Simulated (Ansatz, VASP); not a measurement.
# One calculation of Si, two programs

```
CELL_PARAMETERS angstrom
0.00000 2.67877 2.67877
2.67877 0.00000 2.67877
2.67877 2.67877 0.00000
ATOMIC_POSITIONS crystal
Si 0.50000 0.50000 0.50000
Si 0.75000 0.75000 0.75000
```

Change from the starting cell: volume scaled by 0.96, crystal datasets.

Alike in both runs: task electric field gradients; functional LDA; k mesh 12 × 12 × 12; occupations fermi-dirac, width 0.08 eV; no spin polarisation.

```csv
,VASP,Ansatz
version,VASP 6.6.1,Ansatz 0.2.0
potentials or method,"VASP PAW LDA potentials, release 64 (Si), cutoff 520 eV","all-electron PAW with datasets made for the crystal, scalar-relativistic"
```

```tsv
	VASP	Ansatz	Ansatz less VASP
pressure (GPa)	2.6	2.4	-0.12
Vzz of the field gradient on the site that differs most (V/Å²)	0.0	0.0	0.00
```

Ansatz ran all-electron here, so the differences hold the error of VASP's frozen core and of both bases.
